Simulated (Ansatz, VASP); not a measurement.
Given: the input of a run of Ansatz 0.2.0 on Lu.

Contents of input.yaml:

```yaml
crystal:
  lattice:
    - [-1.9670485926, 1.9670485926, 1.9670485926]
    - [1.9670485926, -1.9670485926, 1.9670485926]
    - [1.9670485926, 1.9670485926, -1.9670485926]
  atoms:
    - { symbol: Lu, position: [0.0, 0.0, 0.0] }
hamiltonian:
  xc: pbe
  pseudopotentials: { kind: paw }
kpoints:
  mp_grid: { grid: [10, 10, 10] }
scf:
  occupations: { method: fermi_dirac, width: 0.05 }
output:
  forces: true
  stress: true
  eigenvalues: true
```

Potentials or basis: Ansatz PAW.

Command:

```console
$ ansatz run input.yaml --threads 1 --pin off --max-ram 3584MiB --backend cpu --events-out ev --progress --plain --runs-dir out
```

Problem. Translate it to VASP 6.6.1. Potentials there: VASP PAW PBE potentials, release 64 (Lu).

Solution. As run (the cutoff follows the program's own potentials):

INCAR

```
SYSTEM = Lu
  PREC = Accurate
  ENCUT = 520
  EDIFF = 1E-7
  ISMEAR = -1
  SIGMA = 0.05
  LREAL = .FALSE.
  LASPH = .TRUE.
  NELM = 100
  ALGO = Normal
  ISIF = 2
  LWAVE = .FALSE.
  LCHARG = .FALSE.
  GGA = PE
  NBANDS = 18
```

Contents of KPOINTS:

```
regular mesh
0
G
  10 10 10
  0 0 0
```

File POSCAR:

```
Lu
1.0
   -1.9670485926      1.9670485926      1.9670485926
    1.9670485926     -1.9670485926      1.9670485926
    1.9670485926      1.9670485926     -1.9670485926
Lu
1
Direct
    0.0000000000      0.0000000000      0.0000000000
```

Potentials or basis: VASP PAW PBE potentials, release 64 (Lu).

Command:

```bash
$ cat potpaw_PBE.64/Lu/POTCAR > POTCAR
$ mpirun -np 1 vasp_std > vasp.out
```

Both were run:

|  | VASP | Ansatz | Ansatz less VASP |
| --- | --- | --- | --- |
| gap on the k mesh at the Fermi level (eV) | none | none | - |
| pressure (GPa) | -1.1 | -1.2 | -0.12 |

A gap of «none» marks a metal or a gap that the smearing closes.

Spin-orbit coupling is left out, which matters for the levels of Lu.
